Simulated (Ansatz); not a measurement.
## NaF: from supercell energies to defect levels (Na on the F site)

Method: Ansatz, DFT PBE, scalar-relativistic, plane waves, PAW. Settings: 420 eV cutoff, 2×2×2 k-mesh, shifted by half a step, Gaussian smearing of 0.01 eV, collinear spin in charge -1 alone.

Host crystal, relaxed:

```yaml
crystal:
  lattice:
    - [0.00000, 2.34999, 2.34999]
    - [2.34999, 0.00000, 2.34999]
    - [2.34999, 2.34999, 0.00000]
  atoms:
    - { symbol: Na, position: [0.00000, 0.00000, 0.00000] }
    - { symbol: F, position: [0.50000, 0.50000, 0.50000] }
```

The Na on the F site was set at (0.500, 0.500, 0.500) of the host cell, in a supercell of 32 sites (415 Å³), relaxed at fixed cell in each charge q. The host's Kohn–Sham gap is 6.09 eV and its static dielectric constant 5.6 (mean). For each charge: the supercell's free energy over the neutral one with q electrons exchanged at the valence band top, F(q) − F(0) + qE_v; the image-charge term; and the term that aligns the potential far from the defect with the host's.

| q | F(q) − F(0) + qE_v (eV) | image charge (eV) | alignment (eV) |
| --- | --- | --- | --- |
| 0 | 0.000 | 0.000 | 0.000 |
| -1 | 7.330 | 0.496 | -0.311 |
| -2 | 14.680 | 1.983 | -0.862 |

Problem. Add the terms and find the levels between neighbouring charges, ε(q/q′) = [A(q′) − A(q)]/(q − q′), with and without the two corrections.

Solution. A(q): 0.000 eV for 0, 7.515 eV for -1, 15.800 eV for -2.
```
  level corrected (eV over E_v) uncorrected (eV)
 (0/-1)                     7.52              7.33
(-1/-2)                     8.29              7.35
```

As a check, a point charge in a simple cubic cell of this volume has q²αe²/(2εL) = 0.487 q² eV (e² = 14.40 eV Å, α = 2.837, L = 7.46 Å); the shape of the real cell can change it somewhat. The term grows as q², so it pushes donor levels down and acceptor levels up. The program doubts the alignment for q = -2, so levels beside it are uncertain by about that term.

Problem. Which of these charges is lowest with the Fermi level at the valence band top, at mid-gap and at the conduction band bottom?

Solution. The line A(q) + qE_F that lies lowest gives the charge: 0 at E_F = 0.00 eV, 0 at E_F = 3.05 eV, 0 at E_F = 6.09 eV. (0/-1) and (-1/-2) fall outside this Kohn–Sham gap, so the change of charge isn't reached within it; the real gap is usually wider and may hold a localised level, while a level that comes from a carrier in the host's bands only marks the band edge and moves with it. In charge -1, -2 the cell has partly filled levels, from a carrier spread over the host's bands, a defect level that the small cell broadens into a band, or a degenerate defect level that the symmetric start can't split, so the levels beside it are doubtful. In charge -1 the extra carrier sits in the host's bands, sampled away from their edge; a term of -1.42 eV would put the level beside it at that edge (it also undoes corrections that don't apply to a spread carrier) and isn't included above. In charge -2 the extra carrier sits in the host's bands, sampled away from their edge; a term of -3.41 eV would put the level beside it at that edge (it also undoes corrections that don't apply to a spread carrier) and isn't included above. Charges beyond those computed could lie lower near the band edges.

Problem. The neutral defect forms at 9.48 eV with atoms taken from and returned to the elements. What are the formation energies at those three Fermi levels, and what share of sites would hold the defect at 1200 K with E_F at mid-gap, if the host still stood at that temperature?

Solution. E_f = E_f(0) + A(q) + qE_F = 9.48, 9.48, 9.48 eV. In the dilute limit the share is exp(−E_f/k_BT) = exp(−9.482/0.1034) = 1.5×10⁻⁴⁰, leaving out degeneracy and vibrational entropy. Both elements stand at their elemental potentials, a limit that the host or competing compounds often put out of reach. The small cell and the narrow Kohn–Sham gap leave errors of tenths of an eV or more, which change the share by orders of magnitude.